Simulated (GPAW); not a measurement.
# Zr (P6_3/mmc) in GPAW: further runs

One crystal, Zr, is run at these levels: PBE; tasks: single point.

Everything below comes from runs of GPAW 26.7.0. Logs are shortened: lines on timing, memory, paths and dates and some standing lists are left out, and cuts for length are marked. The log counts tension as positive stress, the text compression.

**1. The crystal as given**

It takes space group P6_3/mmc (No. 194, hexagonal). The conventional cell has a = 3.232 Å, b = 3.232 Å, c = 5.147 Å, α = 90.00°, β = 90.00°, γ = 120.00°. Around Zr (site symmetry -6m2) lie 12 Zr at 3.18 to 3.23 Å.

**2. Single point, PBE**

Input file run.py:

```python
from ase.dft.bandgap import bandgap
from ase.io import read, write
from ase.units import GPa
from gpaw import GPAW, PW

atoms = read('Zr.xyz')

calc = GPAW(mode=PW(600),
            xc='PBE',
            kpts={'size': (9, 9, 5), 'gamma': True},
            occupations={'name': 'methfessel-paxton', 'order': 0, 'width': 0.02},
            nbands=24,
            convergence={'density': 1e-05, 'energy': 1e-05},
            maxiter=150,
            txt='gpaw.txt')
atoms.calc = calc
energy = atoms.get_potential_energy()
forces = atoms.get_forces()
stress = atoms.get_stress()
calc.write('gs.gpw')
write('result.traj', atoms)
print(f'Energy: {energy:.6f} eV')
print('Forces (eV/A):')
print(forces.round(4))
print('Stress (GPa):', (stress / GPa).round(3))
print('Fermi level:', round(calc.get_fermi_level(), 4), 'eV')
print(f'Gap: {bandgap(calc)[0]:.4f} eV, direct: {bandgap(calc, direct=True)[0]:.4f} eV')
```

Input file Zr.xyz:

```xyz
2
Lattice="3.2320000000 0.0000000000 0.0000000000 -1.6160000000 2.7989941050 0.0000000000 0.0000000000 0.0000000000 5.1470000000" Properties=species:S:1:pos:R:3 pbc="T T T"
Zr     1.6160000002      0.9329980349      3.8602500000
Zr    -0.0000000002      1.8659960701      1.2867500000
```

Potentials or basis: GPAW PAW data sets (gpaw-data 1.2.1), pw.

Launch:

```bash
> OMP_NUM_THREADS=1 python run.py
```

gpaw.txt:

```text
__  _  _
 | _ |_)|_||  |
 |__||  | ||/\| - 26.7.0

Input parameters:
  mode=PW(ecut=600.0),
  convergence={'density': 1e-05, 'energy': 1e-05},
  kpts=MonkhorstPack(size=(9, 9, 5), gamma=True),
  maxiter=150,
  nbands=24,
  occupations=Occupations(name='methfessel-paxton', order=0, width=0.02),
  xc=XC(name='PBE')

Diagonalizing LCAO Hamiltonian
Converting LCAO to pw mode

           Zr

        Zr

Atoms  # Å, Bohr magnetons
|   | symbol |         x |        y |        z |    initial magnetic moments |
|---|--------|-----------|----------|----------|-----------------------------|
| 0 |     Zr |  1.616000 | 0.932998 | 3.860250 | ( 0.0000,  0.0000,  0.0000) |
| 1 |     Zr | -0.000000 | 1.865996 | 1.286750 | ( 0.0000,  0.0000,  0.0000) |

Unit cell  # Å
| periodic |         x |        y |        z |  lengths |     angles |
|----------|-----------|----------|----------|----------|------------|
|      yes |  3.232000 | 0.000000 | 0.000000 | 3.232000 |  90.000000 |
|      yes | -1.616000 | 2.798994 | 0.000000 | 3.232000 |  90.000000 |
|      yes |  0.000000 | 0.000000 | 5.147000 | 5.147000 | 120.000000 |

Number of symmetries: 12
Symmetry operations  # r_c * U_cc + t_c -> r_c
|    | kind |            matrix            |
|----|------|------------------------------|
|  0 |  σ   |  1, 1, 0,  0,-1, 0,  0, 0, 1 |
|  1 |  S6  |  1, 1, 0, -1, 0, 0,  0, 0,-1 |
|  2 |  E   |  1, 0, 0,  0, 1, 0,  0, 0, 1 |
|  3 |  C2  |  1, 0, 0, -1,-1, 0,  0, 0,-1 |
|  4 |  C2  |  0, 1, 0,  1, 0, 0,  0, 0,-1 |
|  5 |  C3  |  0, 1, 0, -1,-1, 0,  0, 0, 1 |
|  6 |  S6  |  0,-1, 0,  1, 1, 0,  0, 0,-1 |
|  7 |  σ   |  0,-1, 0, -1, 0, 0,  0, 0, 1 |
|  8 |  σ   | -1, 0, 0,  1, 1, 0,  0, 0, 1 |
|  9 |  i   | -1, 0, 0,  0,-1, 0,  0, 0,-1 |
| 10 |  C3  | -1,-1, 0,  1, 0, 0,  0, 0, 1 |
| 11 |  C2  | -1,-1, 0,  0, 1, 0,  0, 0,-1 |

BZ-sampling:
  Number of BZ points: 405
  Number of IBZ points: 50

  Monkhorst-Pack size: [9, 9, 5]
  Monkhorst-Pack shift: [0, 0, 0]

K-points  # in reciprocal-cell coordinates
|     |                                coordinates |     weight |
|-----|--------------------------------------------|------------|
|   0 | (  0.00000000,   0.00000000,   0.00000000) | 0.00246914 |
|   1 | (  0.00000000,   0.00000000,   0.20000000) | 0.00493827 |
|   2 | (  0.00000000,   0.00000000,   0.40000000) | 0.00493827 |
|   3 | (  0.11111111,   0.00000000,  -0.40000000) | 0.01481481 |
|   4 | (  0.11111111,   0.00000000,  -0.20000000) | 0.01481481 |
|   5 | (  0.11111111,   0.00000000,   0.00000000) | 0.01481481 |
|   6 | (  0.11111111,   0.00000000,   0.20000000) | 0.01481481 |
|   7 | (  0.11111111,   0.00000000,   0.40000000) | 0.01481481 |
|   8 | (  0.22222222,  -0.11111111,   0.00000000) | 0.01481481 |
|   9 | (  0.22222222,  -0.11111111,   0.20000000) | 0.02962963 |
| ... |                                            |            |
|  49 | (  0.44444444,   0.44444444,   0.40000000) | 0.02962963 |

Plane wave coefficients: 1572
Cutoff: 600.0 eV

Spin-components: 1 (collinear spins)
Bands:           24
Projectors:      12
Spin-degeneracy: 2
Datatype:        complex128

Parallelization:
  kpt:    1
  domain: 1
  band:   1

Density:
  Valence electrons: 24.0
  Components: 1
  Grid points: [20 20 30]
  Charge: 0.0  # |e|

Potential:
  Grid points: [20 20 30]

species:
  Zr:
    name:    Zirconium
    Z:       40.0
    valence: 12
    core:    28
    charge:  0.0  # [|e|]
    compensation charges:
      type: gauss
      rc: 0.40  # [Å]
      lmax: 2
    cutoffs:
      filter: 2.39  # [Å]
      core: 1.59  # [Å]
    projectors
    | kind |    occ | energy [eV] | rcut [Å] |
    |------|--------|-------------|----------|
    |   4s |  2.000 |     -54.478 |    1.323 |
    |   5s |  2.000 |      -4.438 |    1.323 |
    |   4p |  6.000 |     -32.467 |    1.334 |
    |   5p |  0.000 |      -1.470 |    1.334 |
    |   4d |  2.000 |      -3.600 |    1.244 |
    |    d |        |      23.611 |    1.244 |

    Using partial waves for Zr as LCAO basis

Reference energy: -195787.142470  # eV

eigensolver:
  PPCG
  Converge bands: occupied
  niter=2

density mixing:
  MSR1-Mixer
  Pratt-step length: 0.05
  Maximum mixing coefficient: 0.75
  Old densities: 10
  SVD Regularization: 0.005
  Good broyden scale: 1.0
  Trust region scale: 1.0
  Backstep threshold: 4.0
  History deletion threshold: 6.0
  Fourier metric: weight=20.0, sigma=0.015

occupation numbers:
  Methfessel-Paxton:
    width: 0.0200  # eV
    order: 0

poisson solver:
  ecut: 4800.0  # eV

xc functional:
  name: PBE with 2 nearest neighbor stencil

convergence criteria:
- Maximum integral of absolute [dens]ity change: 1e-05 electrons / valence electron
- Maximum [total energy] change in last 3 cyles: 1e-05 eV / valence electron
- Maximum integral of absolute [eigenst]ate change: 4e-08 eV^2 / valence electron
maximum number of iterations: 150

SCF iterations
|iter     | |      energy | eigst |  dens |
|---------|-|-------------|-------|-------|
|iter:   1| |  -15.093755 | +0.22 |       |
|iter:   2| |  -15.052208 | -1.52 | -1.29 |
|iter:   3| |  -14.820968 | -1.45 | -1.33 |
|iter:   4| |  -14.822444 | -2.61 | -1.91 |
|iter:   5| |  -14.823749 | -3.98 | -2.36 |
|iter:   6| |  -14.823758 | -5.37 | -3.53 |
|iter:   7| |  -14.823758c| -6.90 | -4.11 |
|iter:   8| |  -14.823758c| -7.49c| -4.85 |
|iter:   9| |  -14.823758c| -8.20c| -5.81c|

Converged in 9 steps
Energy contributions relative to reference atoms: (reference = -195787.142470)

Energy contributions:
  Kinetic:           6.459976
  Coulomb:          -7.628310
  Zero:              0.700319
  External:          0.000000
  Xc:              -14.355369
  Entropy:          -0.000749
  Spinorbit:         0.000000
  ----------------------------
  Free energy:     -14.824132
  Extrapolated:    -14.823758

dipole moment: (0.000000, 0.000001, 0.000001)  # |e|*Ang

Fermi level: 9.443
Eigenvalues  # (at kpt = [0.000, 0.000, 0.000])
| band index |      eig [eV] | occ [0-2] |
|------------|---------------|-----------|
|          0 |       -39.424 |     2.000 |
|        ... |               |           |
|          2 |       -17.966 |     2.000 |
|          3 |       -17.096 |     2.000 |
|          4 |       -17.096 |     2.000 |
|          5 |       -16.961 |     2.000 |
|          6 |       -16.955 |     2.000 |
|          7 |       -16.955 |     2.000 |
|          8 |         3.749 |     2.000 |
|          9 |         6.381 |     2.000 |
|         10 |        10.264 |     0.000 |
|         11 |        10.264 |     0.000 |
|         12 |        10.413 |     0.000 |
|         13 |        10.568 |     0.000 |
|         14 |        10.956 |     0.000 |
|         15 |        10.956 |     0.000 |
|         16 |        11.535 |     0.000 |
|         17 |        11.535 |     0.000 |
|        ... |               |           |
|         23 |        26.242 |     0.000 |

No gap
No difference between direct/indirect transitions

Forces  # eV/Ang
|       x |        y |        z |
|---------|----------|----------|
| 0.00000 |  0.00000 |  0.00001 |  # Zr   0
| 0.00000 | -0.00000 | -0.00001 |  # Zr   1

Stress tensor  # eV/Ang^3
|        x |        y |         z |
|----------|----------|-----------|
| 0.000534 | 0.000000 |  0.000000 |
| 0.000000 | 0.000534 |  0.000000 |
| 0.000000 | 0.000000 | -0.005708 |

# Writing to gs.gpw (mode='')
```

Run time: 22 s. Hardware: 1 thread of Arm Neoverse V2, shared host; peak memory 0.18 GiB.

What came out:

```yaml
Free_energy: -14.8241 eV
Pressure: 0.2 GPa
Band_gap_on_the_k_mesh: none (metal or under the smearing width)
```

Levels at points of the mesh, in eV from the Fermi level:
| k point | band 9 | band 10 | band 11 | band 12 | band 13 | band 14 | band 15 | band 16 |
| --- | --- | --- | --- | --- | --- | --- | --- | --- |
| (0.00, 0.00, 0.00) | -5.69 | -3.06 | 0.82 | 0.82 | 0.97 | 1.13 | 1.51 | 1.51 |

**3. Single point, PBE**

Edit run.py of step 2 so:

```diff
@@ -10,3 +10,3 @@
             kpts={'size': (9, 9, 5), 'gamma': True},
-            occupations={'name': 'methfessel-paxton', 'order': 0, 'width': 0.02},
+            occupations={'name': 'methfessel-paxton', 'order': 0, 'width': 0.020999999999999998},
             nbands=24,
```

Zr.xyz is that of step 2.

Potentials or basis: GPAW PAW data sets (gpaw-data 1.2.1), pw.

Launch:

```bash
> OMP_NUM_THREADS=1 python run.py
```

Wall time 22 s (1 thread of Arm Neoverse V2, shared host); peak memory 0.18 GiB.

Results (log left out):

| Quantity | Value |
| --- | --- |
| Free energy | -14.8242 eV |
| Pressure | 0.2 GPa |
| Band gap on the k mesh | none (metal or under the smearing width) |

Stress tensor (GPa, compression positive):
```
-0.08  0.00  0.00
 0.00 -0.08  0.00
 0.00  0.00  0.91
```

Levels at points of the mesh, in eV from the Fermi level:
| k point | band 10 | band 11 | band 12 | band 13 | band 14 | band 15 |
| --- | --- | --- | --- | --- | --- | --- |
| (0.00, 0.00, 0.00) | -3.06 | 0.82 | 0.82 | 0.97 | 1.13 | 1.51 |

**4. Single point, PBE**

Edit run.py of step 3 so:

```diff
@@ -2,4 +2,5 @@
 from ase.io import read, write
-from ase.units import GPa
+from ase.units import Bohr, GPa
 from gpaw import GPAW, PW
+from gpaw.elf import elf_from_dft_calculation
 
@@ -10,3 +11,3 @@
             kpts={'size': (9, 9, 5), 'gamma': True},
-            occupations={'name': 'methfessel-paxton', 'order': 0, 'width': 0.020999999999999998},
+            occupations={'name': 'methfessel-paxton', 'order': 0, 'width': 0.022},
             nbands=24,
@@ -27 +28,6 @@
 print(f'Gap: {bandgap(calc)[0]:.4f} eV, direct: {bandgap(calc, direct=True)[0]:.4f} eV')
+
+# fields on the real-space grid
+write('density.cube', atoms, data=calc.get_pseudo_density() * Bohr**3)
+write('potential.cube', atoms, data=calc.get_electrostatic_potential())
+write('elf.cube', atoms, data=elf_from_dft_calculation(calc).data)
```

Zr.xyz is that of step 3.

Launch:

```bash
> OMP_NUM_THREADS=1 python run.py
```

Wall time 23 s (1 thread of Arm Neoverse V2, shared host); peak memory 0.18 GiB.

Results (log left out):

```yaml
Free_energy: -14.8242 eV
Pressure: 0.2 GPa
Band_gap_on_the_k_mesh: none (metal or under the smearing width)
```

Stress tensor (GPa, compression positive):
```
-0.08  0.00  0.00
 0.00 -0.08  0.00
 0.00  0.00  0.91
```

Levels at points of the mesh, in eV from the Fermi level:
```tsv
k point	band 8	band 9	band 10	band 11	band 12	band 13	band 14	band 15	band 16	band 17
(0.00, 0.00, 0.00)	-26.40	-5.69	-3.06	0.82	0.82	0.97	1.13	1.51	1.51	2.09
```

**5. Overview**

| smearing | gap on the mesh (eV) | pressure (GPa) |
| --- | --- | --- |
| gaussian 0.02 eV | none | 0.2 |
| gaussian 0.021 eV | none | 0.2 |
| gaussian 0.022 eV | none | 0.2 |

Alike in all rows: task single point; level PBE; potentials or basis GPAW PAW data sets (gpaw-data 1.2.1), pw; no spin polarisation; cell as given; k mesh 9 × 9 × 5; cutoff (eV) 600.

Every run on the cell as given and a fine mesh finds a metal.

Absolute energies hang on the potentials; compare differences alone.
